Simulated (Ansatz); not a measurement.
# Li under changes of volume

One of the cells (21.609 Å³/atom); the others are scaled copies at fixed shape and fractional positions:

```xyz
1
Lattice="-1.7547 1.7547 1.7547 1.7547 -1.7547 1.7547 1.7547 1.7547 -1.7547" Properties=species:S:1:pos:R:3 pbc="T T T"
Li    0.0000    0.0000    0.0000
```

| Item | Value |
| --- | --- |
| Program | Ansatz 0.2.0 |
| Functional | LDA |
| Potentials or basis | Ansatz PAW |
| Cutoff | 420 eV (not typed: the program's choice for these potentials) |
| k mesh | 11 × 11 × 11 |
| Occupations | fermi-dirac, width 0.05 eV |
| Spin | no spin polarisation |

```csv
volume (Å³/atom),energy over the lowest point (meV/atom),pressure (GPa)
20.312,0.00,-0.9
20.744,?,?
21.177,6.17,-1.4
21.609,10.13,-1.6
22.041,14.61,-1.8
22.473,19.55,-1.9
22.905,24.92,-2.1
```

**Question.** What does the run at 20.744 Å³/atom give?

**Answer.** Energy over the lowest point 2.77 meV/atom; pressure -1.1 GPa.

Worked out: A Birch-Murnaghan fit of order 3 (a polynomial in V^(-2/3)) to the other rows has no minimum within the range. It gives 2.77 meV/atom at 20.744 Å³/atom, against the run's 2.77, and -dE/dV = -1.1 GPa, against -1.1.

Energies are extrapolated to zero smearing.
